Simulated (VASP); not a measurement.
Crystal: BN.

```xyz
2
Lattice="1.2511 0.7223 3.3729 -1.2511 0.7223 3.3729 0.0000 -1.4447 3.3729" Properties=species:S:1:pos:R:3 pbc="T T T"
N     0.0000    0.0000    6.7517
B     0.0000    0.0000    0.0033
```

The cell is a database's computed one.

Base run:

- Program: VASP 6.6.1
- Functional: PBEsol
- Potentials or basis: VASP PAW PBE potentials, release 64 (N, B)
- Cutoff: 520 eV
- k mesh: 12 × 12 × 12
- Occupations: fermi-dirac, width 0.05 eV
- Spin: no spin polarisation

Its results: band gap on the k mesh 4.18 eV, indirect (least direct gap 4.63 eV).

Q: The run is repeated on the same cell with these changes: functional from PBEsol to RPBE; further incar settings from ALGO = Fast; EDIFF = 1e-06; NBANDS = 11 to ALGO = Normal; EDIFF = 1e-07; NBANDS = 11. What comes out?

A: Band gap on the k mesh 4.39 eV, indirect (least direct gap 4.77 eV).

A k mesh can miss the band edges.
